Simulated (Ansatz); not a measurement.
The system is TiSi.

```
Ti Si
1.0
     1.81618   -2.11762    0.00000
     1.81618    2.11762    0.00000
     0.00000    0.00000    3.80393
Ti Si
1 1
Cartesian
  1.8162 0.0000 0.0000
  0.0000 0.0000 1.9020
```

The cell comes from a database or a generator and needn't be the stable form of this composition.

Base run:

```yaml
Program: Ansatz 0.2.0
Functional: LDA
Potentials_or_basis: Ansatz PAW
Cutoff: "420 eV (not typed: the program's choice for these potentials)"
k_mesh: 10 × 10 × 7
Occupations: fermi-dirac, width 0.05 eV
Spin: no spin polarisation
```

Its results: band gap on the k mesh none (metal or under the smearing width); pressure -7.9 GPa.

Problem. The run is repeated on the same cell with these changes: functional from LDA to r2SCAN; cutoff from 420 eV (not typed: the program's choice for these potentials) to 500 eV (not typed: the program's choice for these potentials). What comes out?

Solution. Band gap on the k mesh none (metal or under the smearing width); pressure -1.8 GPa.

Caveats: the PAW data sets come from PBE, with cores solved anew for the run's functional, which leaves a small shift of forces and pressure.
